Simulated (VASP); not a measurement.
# AgCl (Chlorargyrite) (Fm-3m) in VASP: further runs, part 2 of 2

VASP 6.6.1. The steps go on from the part before.

## Step 3: Single point, r2SCAN

Input file POSCAR:

```
AgCl
1.0
    0.0000000000      2.7350000000      2.7350000000
    2.7350000000      0.0000000000      2.7350000000
    2.7350000000      2.7350000000      0.0000000000
Ag Cl
1 1
Direct
    0.0000000000      0.0000000000      0.0000000000
    0.5000000000      0.5000000000      0.5000000000
```

Input file INCAR.step1:

```
SYSTEM = AgCl
ALGO     = Normal         ! electronic algorithm
EDIFF    = 1E-4           ! SCF threshold, eV
ENCUT    = 520            ! plane-wave cutoff, eV
GGA      = PE             ! functional
ISMEAR   = -1             ! smearing method
LASPH    = .TRUE.         ! aspherical terms in the spheres
LCHARG   = .FALSE.        ! write CHGCAR
LREAL    = .FALSE.        ! projectors in reciprocal space
LWAVE    = .TRUE.         ! write WAVECAR
NBANDS   = 16             ! bands
NELM     = 100            ! most SCF steps
PREC     = Accurate       ! precision mode
SIGMA    = 0.05           ! smearing width, eV
```

Input file INCAR.step2:

```
SYSTEM = AgCl
ALGO     = Normal         ! electronic algorithm
EDIFF    = 1E-6           ! SCF threshold, eV
ENCUT    = 520            ! plane-wave cutoff, eV
ISIF     = 2              ! what is computed and relaxed
ISMEAR   = -1             ! smearing method
ISTART   = 1            
LASPH    = .TRUE.         ! aspherical terms in the spheres
LCHARG   = .FALSE.        ! write CHGCAR
LMIXTAU  = .TRUE.       
LREAL    = .FALSE.        ! projectors in reciprocal space
LWAVE    = .FALSE.        ! write WAVECAR
METAGGA  = R2SCAN         ! meta-GGA
NBANDS   = 16             ! bands
NELM     = 100            ! most SCF steps
PREC     = Accurate       ! precision mode
SIGMA    = 0.05           ! smearing width, eV
```

Input file KPOINTS:

```
k-points
0
G
  5 5 5
  0 0 0
```

Potentials or basis: VASP PAW PBE potentials, release 64 (Ag, Cl).

Command:

```console
> cat potpaw_PBE.64/Ag/POTCAR potpaw_PBE.64/Cl/POTCAR > POTCAR
> cp INCAR.step1 INCAR
> mpirun -np 1 vasp_std > vasp.out
> cp INCAR.step2 INCAR
> mpirun -np 1 vasp_std > vasp.out
```

Wall time 28 s (1 thread of Intel Xeon Platinum 8488C (Sapphire Rapids), shared host); peak memory 0.17 GiB.

The run converged. Its results:

```
Free energy            : -28.6295 eV
Pressure               : 2.3 GPa
Band gap on the k mesh : 1.58 eV, indirect (least direct gap 3.98 eV)
```

Levels at points of the mesh, in eV from the valence-band top:
```
           k point  band 7  band 8  band 9  band 10  band 11  band 12
(0.00, 0.00, 0.00)   -2.45   -2.40   -2.40     1.58    11.48    11.48
```

Caveat: the PAW data sets were made with another functional, which shifts forces and pressure a little.

## Step 4: Single point, PBEsol+D3(BJ)

This run uses another cell than the first one, of 19.41 Å³/atom, 0.949 times its volume.

Input file INCAR:

```
ALGO = Normal
EDIFF = 1E-6
ENCUT = 520
GGA = PS
ISIF = 2
ISMEAR = -1
IVDW = 12
LASPH = T
LCHARG = F
LREAL = F
LWAVE = F
NBANDS = 16
NELM = 80
PREC = Accurate
SIGMA = 0.05
```

Input file KPOINTS:

```
k-points
0
Gamma
  8 8 8
```

Input file POSCAR:

```
AgCl
1.0
    0.0000000000      2.6873309604      2.6873309604
    2.6873309604      0.0000000000      2.6873309604
    2.6873309604      2.6873309604      0.0000000000
Ag Cl
1 1
Direct
    0.0000000000      0.0000000000      0.0000000000
    0.5000000000      0.5000000000      0.5000000000
```

Potentials or basis: VASP PAW PBE potentials, release 64 (Ag, Cl).

Command:

```console
> cat potpaw_PBE.64/Ag/POTCAR potpaw_PBE.64/Cl/POTCAR > POTCAR
> mpirun -np 1 vasp_std > vasp.out
```

OUTCAR:

```text
EDIFF = 1E-6
   ENCUT = 520
   GGA = PS
   ISIF = 2
   ISMEAR = -1
   IVDW = 12
   LASPH = T
   LREAL = F
   NELM = 80
   PREC = Accurate
 IVDW          = 12

 ion  position               nearest neighbor table
   1  0.000  0.000  0.000-   2 2.69   2 2.69   2 2.69   2 2.69   2 2.69   2 2.69
   2  0.500  0.500  0.500-   1 2.69   1 2.69   1 2.69   1 2.69   1 2.69   1 2.69

  LATTYP: Found a face centered cubic cell.
 ALAT       =     5.3746619208

  Lattice vectors:

 A1 = (   0.0000000000,   2.6873309604,   2.6873309604)
 A2 = (   2.6873309604,   0.0000000000,   2.6873309604)
 A3 = (   2.6873309604,   2.6873309604,   0.0000000000)

Analysis of symmetry for initial positions (statically):
=====================================================================
 Subroutine PRICEL returns:
 Original cell was already a primitive cell.

 Routine SETGRP: Setting up the symmetry group for a
 face centered cubic supercell.

 Subroutine GETGRP returns: Found 48 space group operations
 (whereof 48 operations were pure point group operations)
 out of a pool of 48 trial point group operations.

The static configuration has the point symmetry O_h .
[... 159 lines left out ...]

 E-fermi :   5.4106     XC(G=0): -10.7153

 val. band max:        4.9734126360   @ k =   0.5000   0.0000   0.0000
 cond. band min:       5.6993749678   @ k =   0.0000   0.0000   0.0000
 fundamental gap:      0.7259623318
 Fermi energy:         5.4106395026

 k-point     1 :       0.0000    0.0000    0.0000
  band No.  band energies     occupation
      1     -10.8451      2.00000
      2       2.0695      2.00000
      3       2.0695      2.00000
      4       2.0695      2.00000
      5       2.1158      2.00000
      6       2.1158      2.00000
[... 433 lines left out ...]
      3       0.1685      2.00000
      4       0.2455      2.00000
      5       2.4616      2.00000
      6       2.5441      2.00000
[... 8 lines left out ...]
     15      18.6337      0.00000
     16      20.1452      0.00000

 [... further k-points ...]

------------------------ aborting loop because EDIFF is reached ----------------------------------------

 Edisp (eV)   -0.61264

 E8    (eV) :    -0.3792

  FORCE on cell =-STRESS in cart. coord.  units (eV):
  Direction    XX          YY          ZZ          XY          YZ          ZX
  --------------------------------------------------------------------------------------
  -------------------------------------------------------------------------------------
  Total      -0.03358    -0.03358    -0.03358    -0.00000    -0.00000     0.00000
  in kB      -1.38612    -1.38612    -1.38612    -0.00000    -0.00000     0.00000
  external pressure =       -1.39 kB  Pullay stress =        0.00 kB

 VOLUME and BASIS-vectors are now :
 -----------------------------------------------------------------------------
  energy-cutoff  :      520.00
  volume of cell :       38.81
      direct lattice vectors                 reciprocal lattice vectors
     0.000000000  2.687330960  2.687330960    -0.186058214  0.186058214  0.186058214
     2.687330960  0.000000000  2.687330960     0.186058214 -0.186058214  0.186058214
     2.687330960  2.687330960  0.000000000     0.186058214  0.186058214 -0.186058214

 POSITION                                       TOTAL-FORCE (eV/Angst)
 -----------------------------------------------------------------------------------
      0.00000      0.00000      0.00000        -0.000000     -0.000000     -0.000000
      2.68733      2.68733      2.68733         0.000000      0.000000      0.000000
 -----------------------------------------------------------------------------------
    total drift:                                0.000000      0.000000      0.000000

  FREE ENERGIE OF THE ION-ELECTRON SYSTEM (eV)
  ---------------------------------------------------
  free  energy   TOTEN  =        -6.6616936124 eV

  energy  without entropy=       -6.6616832073  energy(sigma->0) =       -6.66168841
```

stdout:

```text
POSCAR found type information on POSCAR AgCl
 POSCAR found :  2 types and       2 ions
 scaLAPACK will be used
 -----------------------------------------------------------------------------
|                                                                             |
|                                                                             |
|     You enforced a specific xc type in the INCAR file but a different       |
|     I HOPE YOU KNOW WHAT YOU ARE DOING!                                     |
|                                                                             |
 -----------------------------------------------------------------------------

 LDA part: xc-table for (Slater+PW92), standard interpolation
 POSCAR, INCAR and KPOINTS ok, starting setup
 FFT: planning ... GRIDC
 FFT: planning ... GRID_SOFT
 FFT: planning ... GRID
 WAVECAR not read
 entering main loop
```

Wall time 11 s (1 thread of Intel Xeon Platinum 8488C (Sapphire Rapids), shared host); peak memory 0.17 GiB.

What came out:

```
Free energy                : -6.6617 eV
Pressure                   : -0.1 GPa
Band gap on the k mesh     : 0.73 eV, indirect (least direct gap 3.38 eV)
Dispersion energy per atom : -0.306 eV
```

Caveat: the PAW data sets were made with another functional, which shifts forces and pressure a little.

## Step 5: Single point, PBEsol

This run uses another cell than the first one, of 20.21 Å³/atom, 0.988 times its volume.

Input file INCAR:

```
SYSTEM = AgCl
PREC = Accurate
ENCUT = 520
EDIFF = 1E-6
ISMEAR = -1
SIGMA = 0.05
LREAL = .FALSE.
LASPH = .TRUE.
NELM = 100
ALGO = Normal
ISIF = 2
LWAVE = .FALSE.
LCHARG = .TRUE.
GGA = PS
LELF = .TRUE.
LVHAR = .TRUE.
NBANDS = 16
```

Input file KPOINTS:

```
regular mesh
0
G
  8 8 8
  0 0 0
```

Input file POSCAR:

```
AgCl
1.0
    0.0000000000      2.7237609529      2.7237609529
    2.7237609529      0.0000000000      2.7237609529
    2.7237609529      2.7237609529      0.0000000000
Ag Cl
1 1
Direct
    0.0000000000      0.0000000000      0.0000000000
    0.5000000000      0.5000000000      0.5000000000
```

Command:

```console
> cat potpaw_PBE.64/Ag/POTCAR potpaw_PBE.64/Cl/POTCAR > POTCAR
> mpirun -np 1 vasp_std > vasp.out
```

It took 17 s on 1 thread of Intel Xeon Platinum 8488C (Sapphire Rapids), shared host; peak memory 0.17 GiB.

Results (log left out):

```
Free energy            : -6.0611 eV
Pressure               : -0.1 GPa
Band gap on the k mesh : 0.72 eV, indirect (least direct gap 3.22 eV)
```

Levels at points of the mesh, in eV from the valence-band top:
```csv
k point,band 6,band 7,band 8,band 9,band 10,band 11,band 12,band 13
"(0.00, 0.00, 0.00)",-2.67,-2.56,-2.56,-2.56,0.72,10.73,10.73,10.73
"(0.50, 0.00, 0.00)",-2.28,-1.94,0.00,0.00,3.88,6.74,7.42,7.42
"(0.50, 0.50, 0.00)",-2.45,-2.14,-2.14,-2.02,2.14,7.78,8.64,11.63
```

Caveat: the PAW data sets were made with another functional, which shifts forces and pressure a little.

## Step 6: The runs side by side

| level | cell | k mesh | gap on the mesh (eV) | pressure (GPa) |
| --- | --- | --- | --- | --- |
| BLYP | a = 3.868 Å, angles 60.0°, 2 atoms | 5 × 5 × 5 | 1.15 | 8.0 |
| r2SCAN | a = 3.868 Å, angles 60.0°, 2 atoms | 5 × 5 × 5 | 1.58 | 2.3 |
| PBEsol+D3(BJ) | a = 3.800 Å, angles 60.0°, 2 atoms | 8 × 8 × 8 | 0.73 | -0.1 |
| PBEsol | a = 3.852 Å, angles 60.0°, 2 atoms | 8 × 8 × 8 | 0.72 | -0.1 |

Alike in all rows: task single point; potentials or basis VASP PAW PBE potentials, release 64 (Ag, Cl); no spin polarisation; cutoff (eV) 520; smearing fermi-dirac 0.05 eV.

Caveats: the PAW data sets were made with another functional, which shifts forces and pressure a little.

Absolute energies hang on the potentials; compare differences alone.

## Step 7: Comparison with measurements

Step 3. Against the measured gap of AgCl, 3.249 eV (indirect; a printed reference work, data compilation), the calculated 1.58 eV is off by -1.67 eV. So large a miss can be the level of theory's own, or it may mean another phase, state or a wrong row. Spin-orbit coupling on Ag is left out. The value is that of r2SCAN on a finite k mesh, which can miss the band edges, without temperature or zero-point motion.

Step 4. A measured gap of AgCl is 3.249 eV (indirect; a printed reference work, data compilation); the calculated 0.73 eV misses it by -2.52 eV. So large a miss can be the level of theory's own, or it may mean another phase, state or a wrong row. Spin-orbit coupling on Ag is left out. The value is that of PBEsol+D3(BJ) on a finite k mesh, which can miss the band edges, without temperature or zero-point motion. Semilocal functionals fall short of measured gaps as a rule.

Step 5. Against the measured gap of AgCl, 3.249 eV (indirect; a printed reference work, data compilation), the calculated 0.72 eV is off by -2.53 eV. So large a miss can be the level of theory's own, or it may mean another phase, state or a wrong row. Spin-orbit coupling on Ag is left out. The value is that of PBEsol on a finite k mesh, which can miss the band edges, without temperature or zero-point motion. Semilocal functionals fall short of measured gaps as a rule.
